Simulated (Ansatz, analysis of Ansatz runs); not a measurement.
**Charge-transition level of the Fe on the Ga site in GaP (PBEsol)**

Aim: the charge-transition level of the Fe on the Ga site in GaP, to be set beside the measurement. Set-up: PBEsol, 64-site cell, PBEsol lattice, 420 eV, k: the single point 1/4 1/4 1/4 then 2x2x2 shifted 0.5 0.5 0.5. The model is a cell of 64 host atoms with 1 Ga taken out and 1 Fe put in. The level is the Fermi energy at which two charge states have equal formation energy, after a correction for the images of the charge. A local or semilocal functional is the cheapest first rung.

**The experiment.** (0/-1) level above the valence-band top: 0.86 eV, by absorption of a p-i-n diode (quoted in “Electronic structure of transition-atom impurities in GaP”, 1985, V. A. Singh and Alex Zunger, quoting earlier work (1979)). (0/-1) level above the valence-band top: 0.82 eV, by thermal emission rates and capture cross sections (transition enthalpy) (quoted in “Electronic structure of transition-atom impurities in GaP”, 1985, V. A. Singh and Alex Zunger, quoting earlier work (1983)). The runs below try to reproduce this.

Calculated with Ansatz 0.2.0; plane-wave PAW DFT, PBEsol; relaxation of all atoms of a defect supercell.

### 1. The starting structure

The cell holds 64 atoms: 31 Ga, 32 P and 1 Fe. Cell: a = 10.877 Å, b = 10.877 Å, c = 10.877 Å, α = 90.0°, β = 90.0°, γ = 90.0°. It derives from GaP (space group F-43m). Nearest the centre at fractional (0.500, 0.500, 0.500): Fe57 at 0.00 Å, P23 at 2.35 Å, P61 at 2.35 Å, P16 at 2.35 Å, P38 at 2.35 Å, Ga58 at 3.85 Å, Ga60 at 3.85 Å, Ga59 at 3.85 Å.

The host's primitive cell comes from a first run (plane-wave PAW DFT, PBEsol; relaxation of the host's cell and atoms): vectors of 3.846, 3.846 and 3.846 Å. That is 20.11 Å³ an atom, 0.7 % under the diffraction cell's volume. The supercell is built on it.

### 2. Relaxation, charge 0

Every later number rests on the structure around the defect, so the atoms are relaxed at the host's lattice first.

relax0/input.yaml reads:

```yaml
relax:
  f_tol: 0.02
  max_steps: 80
  random_displacement: { amplitude: 0.05, seed: 414 }
crystal:
  lattice:
    - [10.87693885, 0.0, 0.0]
    - [0.0, 0.0, -10.87693885]
    - [0.0, 10.87693885, 0.0]
  atoms:
    - { symbol: Ga, position: [0.0, 0.0, 0.0] }
    - { symbol: Ga, position: [0.0, 0.25, 0.25] }
    - { symbol: Ga, position: [0.25, 0.0, 0.25] }
    - { symbol: Ga, position: [0.25, 0.25, 0.0] }
    - { symbol: P, position: [0.125, 0.125, 0.125] }
    - { symbol: P, position: [0.125, 0.375, 0.375] }
    - { symbol: P, position: [0.375, 0.125, 0.375] }
    - { symbol: P, position: [0.375, 0.375, 0.125] }
    - { symbol: Ga, position: [0.0, 0.0, 0.5] }
    - { symbol: Ga, position: [0.0, 0.25, 0.75] }
    - { symbol: Ga, position: [0.25, 0.0, 0.75] }
    - { symbol: Ga, position: [0.25, 0.25, 0.5] }
    - { symbol: P, position: [0.125, 0.125, 0.625] }
    - { symbol: P, position: [0.125, 0.375, 0.875] }
    - { symbol: P, position: [0.375, 0.125, 0.875] }
    - { symbol: P, position: [0.375, 0.375, 0.625] }
    - { symbol: Ga, position: [0.0, 0.5, 0.0] }
    - { symbol: Ga, position: [0.0, 0.75, 0.25] }
    - { symbol: Ga, position: [0.25, 0.5, 0.25] }
    - { symbol: Ga, position: [0.25, 0.75, 0.0] }
    - { symbol: P, position: [0.125, 0.625, 0.125] }
    - { symbol: P, position: [0.125, 0.875, 0.375] }
    - { symbol: P, position: [0.375, 0.625, 0.375] }
    - { symbol: P, position: [0.375, 0.875, 0.125] }
    - { symbol: Ga, position: [0.0, 0.5, 0.5] }
    - { symbol: Ga, position: [0.0, 0.75, 0.75] }
    - { symbol: Ga, position: [0.25, 0.5, 0.75] }
    - { symbol: Ga, position: [0.25, 0.75, 0.5] }
    - { symbol: P, position: [0.125, 0.625, 0.625] }
    - { symbol: P, position: [0.125, 0.875, 0.875] }
    - { symbol: P, position: [0.375, 0.625, 0.875] }
    - { symbol: P, position: [0.375, 0.875, 0.625] }
    - { symbol: Ga, position: [0.5, 0.0, 0.0] }
    - { symbol: Ga, position: [0.5, 0.25, 0.25] }
    - { symbol: Ga, position: [0.75, 0.0, 0.25] }
    - { symbol: Ga, position: [0.75, 0.25, 0.0] }
    - { symbol: P, position: [0.625, 0.125, 0.125] }
    - { symbol: P, position: [0.625, 0.375, 0.375] }
    - { symbol: P, position: [0.875, 0.125, 0.375] }
    - { symbol: P, position: [0.875, 0.375, 0.125] }
    - { symbol: Ga, position: [0.5, 0.0, 0.5] }
    - { symbol: Ga, position: [0.5, 0.25, 0.75] }
    - { symbol: Ga, position: [0.75, 0.0, 0.75] }
    - { symbol: Ga, position: [0.75, 0.25, 0.5] }
    - { symbol: P, position: [0.625, 0.125, 0.625] }
    - { symbol: P, position: [0.625, 0.375, 0.875] }
    - { symbol: P, position: [0.875, 0.125, 0.875] }
    - { symbol: P, position: [0.875, 0.375, 0.625] }
    - { symbol: Ga, position: [0.5, 0.5, 0.0] }
    - { symbol: Ga, position: [0.5, 0.75, 0.25] }
    - { symbol: Ga, position: [0.75, 0.5, 0.25] }
    - { symbol: Ga, position: [0.75, 0.75, 0.0] }
    - { symbol: P, position: [0.625, 0.625, 0.125] }
    - { symbol: P, position: [0.625, 0.875, 0.375] }
    - { symbol: P, position: [0.875, 0.625, 0.375] }
    - { symbol: P, position: [0.875, 0.875, 0.125] }
    - { symbol: Fe, position: [0.5, 0.5, 0.5], spin: 5.0 }
    - { symbol: Ga, position: [0.5, 0.75, 0.75] }
    - { symbol: Ga, position: [0.75, 0.5, 0.75] }
    - { symbol: Ga, position: [0.75, 0.75, 0.5] }
    - { symbol: P, position: [0.625, 0.625, 0.625] }
    - { symbol: P, position: [0.625, 0.875, 0.875] }
    - { symbol: P, position: [0.875, 0.625, 0.875] }
    - { symbol: P, position: [0.875, 0.875, 0.625] }
  host:
    repeats: [2, 2, 2]
    atoms:
      - { symbol: Ga, position: [0.0, 0.0, 0.0] }
      - { symbol: Ga, position: [0.0, 0.5, 0.5] }
      # ... 6 more atoms of the perfect host
basis:
  ecutwfc: 420
  xc_grid: 2
hamiltonian:
  xc: pbesol
kpoints:
  mp_grid: { grid: [1, 1, 1], shift: [0.25, 0.25, 0.25] }
magnetization:
  spin_polarized: true
  initial_magnetization: 5
  spin_locking: { lock_magnetization: hard }
scf:
  occupations: { method: fermi_dirac, width: 0.01 }
  max_iter: 120
output:
  forces: true
  charged_corrections:
    epsilon: 10.63
    static_epsilon: 12.63
    defect_position: [0.5, 0.5, 0.5]
checkpoint:
  write: "../relax0.run"
  compress: false
  write_wavefunctions: true
  write_every: 100000
```

Launch:

```sh
$ ansatz run input.yaml --threads 4 --pin off --max-ram 7536MiB --backend cpu --events-out ev --progress --plain --runs-dir out
```

Numbers of over 12 decimals in the logs are rounded to 6 here.

The log of the run:

```text
[... repeated set-up lines and file paths are left out, and long positions are rounded to six places ...]
Warning: where an SCF of this run starts from atoms to list the orders of its open shells, Fe (site 56, from 0) starts with 4.00 μB on its 3d shell, in the place of the 5.00 μB that the deck gives it: its open shells can hold no more by Hund's first rule. [...]
Engine: ansatz 0.2.0, aarch64-unknown-linux-gnu
Pseudopotentials: kind: paw
Pseudopotential: Ga, paw, valence charge 13, recommended cutoff 420 eV (normal), Ga.paw.azcp
Pseudopotential: P, paw, valence charge 5, recommended cutoff 420 eV (normal), P.paw.azcp
Pseudopotential: Fe, paw, valence charge 16, recommended cutoff 420 eV (normal), Fe.paw.azcp
Functional definition: PBEsol
  exchange = pbesol_x
  correlation = pbesol_c
Crystal: 64 atoms, lattice volume = 1286.827 Å³
Basis set: ecut = 420 eV, 25269 PW (Γ), exchange–correlation on 150×150×150 points (8 copies of the dense FFT grid, shifted against one another)
Bands: 356, of which v1, the nominal top of the filled ones, is band 290 counted from 1 (289 counted from 0)
Symmetry: 1 space group operations
k-points: 1
Non-local potential: Ga, projectors of the file, l = 0: 2, l = 1: 2, l = 2: 3, l = 3: 1
Non-local potential: P, projectors of the file, l = 0: 2, l = 1: 2, l = 2: 2
Non-local potential: Fe, projectors of the file, l = 0: 3, l = 1: 2, l = 2: 3, l = 3: 1
PAW form: soft (Blöchl's): semilocal exchange-correlation on the pseudo side does not see the compensation charge
PAW frozen core: Ga, regenerated for the run's functional, and the local potential with it (the file was generated under x = pbe(κ = 0.804, μ = 0.219515), c = pbe(β = 0.066725))
PAW frozen core: P, regenerated for the run's functional, and the local potential with it (the file was generated under x = pbe(κ = 0.804, μ = 0.219515), c = pbe(β = 0.066725))
PAW frozen core: Fe, regenerated for the run's functional, and the local potential with it (the file was generated under x = pbe(κ = 0.804, μ = 0.219515), c = pbe(β = 0.066725))
PAW one-centre angular grid: Ga, 590 points (default); XC on 64 Gauss nodes
PAW one-centre angular grid: P, 110 points (default); XC on 64 Gauss nodes
PAW one-centre angular grid: Fe, 590 points (default); XC on 64 Gauss nodes
Initial density: superposition of atomic densities (chi_scale 0.1, normalization cell)
Starting moments: Σ|m| = 5 μB on 1 of 64 sites
Initial wavefunctions: pseudopotential atomic-orbital guess
Functional: x = pbesol(κ = 0.804, μ = 0.123457), c = pbesol(β = 0.046)
SCF iter   1: F=—  HF=-144200.680538 eV  |F-HF|=—  |Δ(HF+E_count)|=         —  Δρ=2.29e-2 (↑2.25e-2 ↓2.29e-2)  dr2=2.94e1  dr2_m=6.05e-2  M=5.000 μB ∫|m|=5.006 μB  β_m=0.30  ethr=3.10e-3  ⟨swp⟩=8.0  Hψ=2906  notcnv=0
preconditioner: auto → Resta (q_TF=auto, 2.388 Å⁻¹)  ε∞=4.5  [insulator: Δε(μ)=0.847 eV  Ē_g=13.137 eV  σ=0.010 eV  W_gap=1.00  n_scr=304 (ndim 8)  ℏωp=24.7 eV  f_vac=0.000  D(μ)=0.00/eV (n_scr^D=0)  ε∞_Penn≈4.5]
spin=Collinear: Resta preconditioning applied to the charge; magnetization (m = ρ↑ − ρ↓) channel mixes plain (no charge-response kernel on spin).
SCF iter   2: F=—  HF=-144195.363844 eV  |F-HF|=—  |Δ(HF+E_count)|=    5.32e0  Δρ=1.62e-2 (↑1.61e-2 ↓1.62e-2)  dr2=1.31e1  dr2_m=4.55e-2  M=5.000 μB ∫|m|=5.011 μB  β_m=0.56  ethr=3.10e-3  ⟨swp⟩=2.5  Hψ=906  notcnv=0  defer=124
SCF iter   3: F=—  HF=-144192.337944 eV  |F-HF|=—  |Δ(HF+E_count)|=    3.03e0  Δρ=4.64e-3 (↑4.64e-3 ↓4.21e-3)  dr2=7.93e-1  dr2_m=3.38e-2  M=5.000 μB ∫|m|=5.024 μB  β_m=0.56  ethr=2.27e-3  ⟨swp⟩=3.0  Hψ=924  notcnv=0  defer=124
SCF iter   4: F=—  HF=-144192.261382 eV  |F-HF|=—  |Δ(HF+E_count)|=   7.66e-2  Δρ=2.62e-3 (↑1.68e-3 ↓2.62e-3)  dr2=1.90e-1  dr2_m=2.58e-2  M=5.000 μB ∫|m|=5.032 μB  β_m=0.78  ethr=1.37e-4  ⟨swp⟩=2.5  Hψ=1349  notcnv=0  defer=124
SCF iter   5: F=—  HF=-144192.401009 eV  |F-HF|=—  |Δ(HF+E_count)|=         —  Δρ=1.26e-3 (↑9.82e-4 ↓1.26e-3)  dr2=2.22e-2  dr2_m=1.28e-2  M=5.000 μB ∫|m|=5.033 μB  β_m=0.78  ethr=3.29e-5  ⟨swp⟩=3.5  Hψ=1312  notcnv=0  defer=124
SCF iter   6: F=—  HF=-144192.419740 eV  |F-HF|=—  |Δ(HF+E_count)|=   1.87e-2  Δρ=8.02e-4 (↑8.02e-4 ↓5.34e-4)  dr2=3.75e-3  dr2_m=4.43e-3  M=5.000 μB ∫|m|=5.034 μB  β_m=0.89  ethr=3.84e-6  ⟨swp⟩=3.5  Hψ=1506  notcnv=0  defer=124
SCF iter   7: F=—  HF=-144192.424058 eV  |F-HF|=—  |Δ(HF+E_count)|=   4.32e-3  Δρ=4.41e-4 (↑4.41e-4 ↓3.05e-4)  dr2=4.82e-3  dr2_m=7.83e-5  M=5.000 μB ∫|m|=5.035 μB  β_m=0.68  ethr=6.48e-7  ⟨swp⟩=3.0  Hψ=1444  notcnv=0  defer=124
SCF iter   8: F=—  HF=-144192.422189 eV  |F-HF|=—  |Δ(HF+E_count)|=   1.87e-3  Δρ=7.65e-5 (↑7.65e-5 ↓4.26e-5)  dr2=1.24e-4  dr2_m=5.78e-6  M=5.000 μB ∫|m|=5.035 μB  β_m=0.77  ethr=6.48e-7  ⟨swp⟩=3.0  Hψ=1367  notcnv=0  defer=124
SCF iter   9: F=—  HF=-144192.422213 eV  |F-HF|=—  |Δ(HF+E_count)|=   2.43e-5  Δρ=1.08e-5 (↑9.16e-6 ↓1.08e-5)  dr2=8.94e-6  dr2_m=1.26e-7  M=5.000 μB ∫|m|=5.035 μB  β_m=0.79  ethr=2.14e-8  ⟨swp⟩=3.0  Hψ=1398  notcnv=0  defer=124
SCF iter  10: F=-144192.422215 eV  HF=-144192.422215 eV  |F-HF|=4.40e-7  |Δ(HF+E_count)|=   1.93e-6  Δρ=4.65e-6 (↑4.33e-6 ↓4.65e-6)  dr2=1.12e-6  dr2_m=1.38e-8  M=5.000 μB ∫|m|=5.035 μB  ethr=1.54e-9  ⟨swp⟩=2.0  Hψ=2360  notcnv=0
SCF 1 converged in 10 iterations: F = -144192.422215 eV  dr2 = 1.12e-6
  greatest PAW one-centre occupation: 1.003 electrons in one spin orbital (limit 2), on the Fe atom at site 56 (counted from 0), in its partial waves of l = 1
relax step   1: F+E_penalty+E_count = -144192.42221458 eV  Δ(F+E_penalty+E_count) = +0.000e0 eV  max|allowed force component| = 8.784e-1 eV/Å  Δτ_max = 0.0000 Å  (10 SCF iters, dr2 threshold 1.00e-5 eV, accepted)
[... the SCF cycles and remarks between the steps are left out from here to the last step ...]
relax step   2: F+E_penalty+E_count = -144193.31472360 eV  Δ(F+E_penalty+E_count) = -8.925e-1 eV  max|allowed force component| = 3.891e-1 eV/Å  Δτ_max = 0.0908 Å  (8 SCF iters, dr2 threshold 4.82e-5 eV, accepted)
relax step   3: F+E_penalty+E_count = -144193.36319066 eV  Δ(F+E_penalty+E_count) = -4.847e-2 eV  max|allowed force component| = 4.656e-1 eV/Å  Δτ_max = 0.2000 Å  (9 SCF iters, dr2 threshold 9.46e-6 eV, accepted)
relax step   4: F+E_penalty+E_count = -144193.43715195 eV  Δ(F+E_penalty+E_count) = -7.396e-2 eV  max|allowed force component| = 4.152e-2 eV/Å  Δτ_max = 0.1309 Å  (7 SCF iters, dr2 threshold 4.25e-5 eV, accepted)
relax step   5: F+E_penalty+E_count = -144193.43597944 eV  Δ(F+E_penalty+E_count) = +1.173e-3 eV  max|allowed force component| = 9.507e-2 eV/Å  Δτ_max = 0.0368 Å  (8 SCF iters, rejected (line search))
SCF iter   1: F=—  HF=-144193.434715 eV  |F-HF|=—  |Δ(HF+E_count)|=         —  Δρ=1.10e-3 (↑1.10e-3 ↓9.52e-4)  dr2=2.38e-3  dr2_m=1.13e-2  M=5.000 μB ∫|m|=5.039 μB  β_m=0.65  ethr=3.87e-6  ⟨swp⟩=7.5  Hψ=2123  notcnv=0  defer=120
SCF iter   2: F=—  HF=-144193.438126 eV  |F-HF|=—  |Δ(HF+E_count)|=   3.41e-3  Δρ=3.87e-4 (↑3.77e-4 ↓3.87e-4)  dr2=3.72e-4  dr2_m=1.56e-3  M=5.000 μB ∫|m|=5.039 μB  β_m=0.65  ethr=4.10e-7  ⟨swp⟩=2.5  Hψ=1443  notcnv=0  defer=120
SCF iter   3: F=—  HF=-144193.438884 eV  |F-HF|=—  |Δ(HF+E_count)|=   7.57e-4  Δρ=4.33e-5 (↑4.33e-5 ↓2.35e-5)  dr2=2.05e-5  dr2_m=5.26e-6  M=5.000 μB ∫|m|=5.039 μB  β_m=0.67  ethr=6.43e-8  ⟨swp⟩=2.5  Hψ=1370  notcnv=0  defer=120
SCF iter   4: F=—  HF=-144193.438879 eV  |F-HF|=—  |Δ(HF+E_count)|=   4.59e-6  Δρ=1.51e-5 (↑1.51e-5 ↓1.50e-5)  dr2=8.19e-6  dr2_m=1.73e-7  M=5.000 μB ∫|m|=5.039 μB  β_m=0.64  ethr=3.54e-9  ⟨swp⟩=3.0  Hψ=1425  notcnv=0  defer=120
SCF iter   5: F=—  HF=-144193.438880 eV  |F-HF|=—  |Δ(HF+E_count)|=   3.37e-7  Δρ=6.51e-6 (↑4.29e-6 ↓6.51e-6)  dr2=1.12e-6  dr2_m=1.07e-7  M=5.000 μB ∫|m|=5.039 μB  β_m=0.79  ethr=1.41e-9  ⟨swp⟩=2.5  Hψ=1292  notcnv=0  defer=120
SCF iter   6: F=—  HF=-144193.438880 eV  |F-HF|=—  |Δ(HF+E_count)|=   3.31e-7  Δρ=2.33e-6 (↑1.59e-6 ↓2.33e-6)  dr2=1.30e-7  dr2_m=1.63e-8  M=5.000 μB ∫|m|=5.039 μB  β_m=0.81  ethr=1.94e-10  ⟨swp⟩=3.0  Hψ=1362  notcnv=0  defer=120
SCF iter   7: F=—  HF=-144193.438880 eV  |F-HF|=—  |Δ(HF+E_count)|=   4.48e-8  Δρ=5.83e-7 (↑5.83e-7 ↓5.46e-7)  dr2=8.18e-9  dr2_m=2.21e-9  M=5.000 μB ∫|m|=5.039 μB  β_m=0.79  ethr=2.24e-11  ⟨swp⟩=3.0  Hψ=1430  notcnv=0  defer=120
SCF iter   8: F=-144193.438880 eV  HF=-144193.438880 eV  |F-HF|=2.71e-8  |Δ(HF+E_count)|=   3.49e-9  Δρ=1.13e-6 (↑1.62e-7 ↓1.13e-6)  dr2=2.82e-8  dr2_m=3.84e-9  M=5.000 μB ∫|m|=5.039 μB  ethr=1.41e-12  ⟨swp⟩=1.5  Hψ=2014  notcnv=0
SCF 6 converged in 8 iterations: F = -144193.438880 eV  dr2 = 2.82e-8
relax step   6: F+E_penalty+E_count = -144193.43887998 eV  Δ(F+E_penalty+E_count) = -1.728e-3 eV  max|allowed force component| = 7.454e-3 eV/Å  Δτ_max = 0.0143 Å  (8 SCF iters, accepted)
NSCF: frozen V_eff on 1 k-points
the band table was solved once a step of the walk had ended and its energy, with any forces and stress, was formed, with the checks that follow a solve (2662 applications of the Hamiltonian). They found nothing against the state; [...]
SCF converged after 8 iterations
Stability checked in part: among states of this total moment the steps that led to this state did not find it unstable. No probe was made; neither looks for a lower state of another moment (fixed_total_moment; see scf.lower_state_search)
Magnetization: 5.0000 μB (292.0000 up, 287.0000 down)
Absolute magnetization: 5.0403 μB (∫|ρ↑−ρ↓|, with the PAW one-centre terms)
Spin contamination: 0.0305 ħ² per cell (⟨S²⟩ above its minimum at these occupations)
Per-site moments (μB) at R_I (Å): [(0.000463543, 0.970618), (0.00100179, 0.970612), (0.00100128, 0.970680), [... 61 left out ...]
Free energy (F): -144193.438880 eV
Harris-Foulkes:  -144193.438880 eV  (|F-HF|=2.71e-8)
Internal energy: -144193.438880 eV  (E = F + TS)
E sigma→0 (E₀):  -144193.438880 eV
Fermi energy:    7.179237 (↑ 7.967972, ↓ 6.995115) eV
--- Per-component energies (eV) ---
  E_band       = -2225.303673
  E_kinetic    = 6186.772181
  E_local      = -71512.525348  (includes V_loc(G=0)·N_el)
  E_nonlocal   = 14520.274306
  E_hartree    = 32885.185572
  E_xc         = -4196.897797
  E_vxc        = -3899.963896  (∫ρ·V_xc dr)
  E_paw        = -79502.626716  (= ΣΔE_a)
  E_vpaw       = -13290.218931  (= ΣTr[D̂ρ^β])
  E_aug_tail   = -0.002274  (compensation charges beyond the density's cutoff)
  E_ewald      = -42602.025392
  E_core_change = 28.406588  (= ΣΔE_core)
  E_smearing   = -0.000000  (= −TS)
  E_closure    = 0.000000  (closes the sum)
  Σ components = -144193.438880   (vs F -144193.438880, Δ=0.00e0)
--- Forces (eV/Å), atoms counted from 1 ---
  atom   1  Ga     0.00071979     0.00163744     0.00025599
  atom   2  Ga    -0.00142007    -0.00129336     0.00235291
  [... 9 atoms left out ...]
  atom  12  Ga    -0.00150518    -0.00235386     0.00023201
  [... 3 atoms left out ...]
  atom  16  P     -0.00000167    -0.00414805    -0.00074946
  [... 2 atoms left out ...]
  atom  19  Ga     0.00137046     0.00340907     0.00216290
  [... 3 atoms left out ...]
  atom  23  P     -0.00037860    -0.00281276     0.00084980
  [... 4 atoms left out ...]
  atom  28  Ga     0.00372909    -0.00039614    -0.00067983
  [... 9 atoms left out ...]
  atom  38  P     -0.00279707     0.00214693     0.00073059
  [... 3 atoms left out ...]
  atom  42  Ga     0.00085599     0.00138806     0.00045884
  [... 1 atom left out ...]
  atom  44  Ga    -0.00022882    -0.00180498    -0.00237568
  [... 12 atoms left out ...]
  atom  57  Fe     0.00335351     0.00462868     0.00274542
  [... 3 atoms left out ...]
  atom  61  P     -0.00085661    -0.00337218     0.00092416
  [... 3 atoms left out ...]
  max |Σ_I F_I| component: 9.63e-6 eV/Å
--- Band table (eV) ---
  k-point 0 ↑: bands = ["-81.9977", "-48.2782", "-48.1037", "-48.1032", [... 348 left out ...] "11.9296", "11.9533", "11.9536", "12.0348"]
  k-point 0 ↓: bands = ["-78.4387", "-44.7276", "-44.6528", "-44.6527", [... 348 left out ...] "11.9564", "12.0051", "12.0054", "12.0925"]
--- Relaxed structure (6 steps of the walk, 5 accepted, 0 SCFs on fresh bases) ---
  F+E_penalty+E_count = -144193.43887998 eV   max|allowed force component| = 7.454e-3 eV/Å
  atoms:
    - { symbol: Ga, position: [0.000410, 0.000134, 8.811501869570847e-5] }
    - { symbol: Ga, position: [0.000958, 0.250439, 0.250447] }
    [... 9 atoms left out ...]
    - { symbol: Ga, position: [0.251279, 0.251015, 0.501348] }
    [... 3 atoms left out ...]
    - { symbol: P, position: [0.378292, 0.377992, 0.623172] }
    [... 2 atoms left out ...]
    - { symbol: Ga, position: [0.251226, 0.501336, 0.250939] }
    [... 3 atoms left out ...]
    - { symbol: P, position: [0.378216, 0.623185, 0.377973] }
    [... 4 atoms left out ...]
    - { symbol: Ga, position: [0.250837, 0.749655, 0.499929] }
    [... 9 atoms left out ...]
    - { symbol: P, position: [0.623466, 0.377988, 0.377979] }
    [... 3 atoms left out ...]
    - { symbol: Ga, position: [0.500181, 0.250606, 0.749662] }
    [... 1 atom left out ...]
    - { symbol: Ga, position: [0.749940, 0.250563, 0.499922] }
    [... 12 atoms left out ...]
    - { symbol: Fe, position: [0.498415, 0.498220, 0.498098] }
    [... 3 atoms left out ...]
    - { symbol: P, position: [0.619339, 0.619100, 0.619110] }
    [... 3 atoms left out ...]
```

The job ended after 7.6 min (4 threads of Arm Neoverse V1, shared host; peak memory 4.7 GiB; 30 min of CPU time).

Relaxation path:

| step | energy less that of the first step (eV) | largest force component (eV/Å) |
| --- | --- | --- |
| 1 | 0.0000 | 0.8784 |
| 2 | -0.8925 | 0.3891 |
| 3 | -0.9410 | 0.4656 |
| 4 | -1.0149 | 0.0415 |
| 5 | -1.0138 | 0.0951 |
| 6 | -1.0167 | 0.0075 |

Relaxation step 5 was tried and not accepted.

The atoms that moved most (Å, from the sites as typed, ahead of the random displacement, the mean shift of all atoms taken out):

| atom | dx | dy | dz | length |
| --- | --- | --- | --- | --- |
| P61 | -0.064 | -0.064 | 0.064 | 0.111 |
| P16 | 0.033 | -0.020 | -0.033 | 0.050 |
| P38 | -0.019 | 0.033 | -0.033 | 0.050 |
| P23 | 0.032 | 0.033 | 0.020 | 0.050 |
| Fe57 | -0.020 | -0.020 | 0.019 | 0.035 |
| Ga60 | -0.015 | 0.008 | 0.015 | 0.023 |
| Ga59 | -0.015 | -0.015 | -0.008 | 0.022 |
| Ga58 | 0.008 | -0.015 | 0.014 | 0.022 |

Neighbours of Fe57 at the end:

| atom | distance (Å) |
| --- | --- |
| P61 | 2.278 |
| P23 | 2.294 |
| P38 | 2.295 |
| P16 | 2.295 |
| Ga34 | 3.802 |
| Ga12 | 3.802 |
| Ga19 | 3.802 |
| Ga50 | 3.838 |
| Ga51 | 3.838 |
| Ga28 | 3.838 |
| Ga27 | 3.838 |
| Ga42 | 3.839 |
| Ga44 | 3.839 |
| Ga60 | 3.852 |
| Ga59 | 3.853 |
| Ga58 | 3.853 |

Read from the output:

- free energy: -144193.4389 eV
- total moment: 5 μB
- integral of the absolute spin density: 5.040 μB
- spin contamination: 0.03054

The relaxation ends 16 meV an atom lower than the displaced start, with a largest force component of 0.0075 eV/Å.

(Part 1 of 2 ends here.)

[Logs are printed without paths, hosts, clocks, repeated set-up lines and the standing remarks that a program may print on its own settings, such as how far it seeks lower states.]

[Hosts, paths, dates, database ids (printed as entryN), source tags and the programs' standing remarks are cut or masked in the printed files.]

[For some hosts the program warned that the k-mesh of the response run may be too coarse for force constants and the static dielectric constant; such warnings are not shown here.]
